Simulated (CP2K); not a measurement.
Runs of CP2K 2026.2 on Nb. It takes space group Im-3m (No. 229, cubic). The conventional cell has a = 3.328 Å, b = 3.328 Å, c = 3.328 Å, α = 90.00°, β = 90.00°, γ = 90.00°. Nb (site symmetry m-3m) is surrounded by 8 Nb at 2.88 Å. 

```csv
task,level,potentials or basis,smearing,EPS_DEFAULT,NGRIDS,basis sets,potentials,points a segment of the path (NPOINTS),gap on the mesh (eV),pressure (GPa)
band structure,LDA,GTH_POTENTIALS Nb GTH-PADE-q13; TZVP-MOLOPT-PBE-GTH basis,fermi-dirac 0.05 eV,1.0E-9,4,Nb TZVP-MOLOPT-PBE-GTH-q13,Nb GTH-PADE-q13 of GTH_POTENTIALS,10,none,(a)
band structure,r2SCAN,POTENTIAL_UZH Nb GTH-SCAN-q13; TZVP-MOLOPT-SCAN-GTH basis,fermi-dirac 0.05 eV,1.0E-10,5,Nb TZVP-MOLOPT-SCAN-GTH-q13,Nb GTH-SCAN-q13 of POTENTIAL_UZH,10,none,-2.6
band structure,TB-mBJ,POTENTIAL_UZH Nb GTH-PBE-q13; TZVP-MOLOPT-PBE-GTH basis,fermi-dirac 0.0259 eV,1.0E-9,4,Nb TZVP-MOLOPT-PBE-GTH-q13,Nb GTH-PBE-q13 of POTENTIAL_UZH,8,none,-
band structure,PBEsol,POTENTIAL_UZH Nb GTH-PBE-q13; TZVP-MOLOPT-PBE-GTH basis,fermi-dirac 0.1 eV,1.0E-10,5,Nb TZVP-MOLOPT-PBE-GTH-q13,Nb GTH-PBE-q13 of POTENTIAL_UZH,6,none,-6.5
```

Alike in all rows: no spin polarisation; cell as given; k mesh 11 × 11 × 11.

**Question.** Fill in the values left out.

**Answer.** (a) -11.5.

Caveats: the basis of atomic orbitals isn't converged, which shifts pressures, moduli and gaps; the potentials were made for another functional, which shifts forces and pressure (some runs); this is a model potential without an energy functional, so only levels have meaning (some runs).

A k mesh can miss the band edges, and the runs leave out spin-orbit coupling on Nb.

A gap of «none» marks a metal or a gap under the smearing width.

Runs at the PBE level aren't shown here.
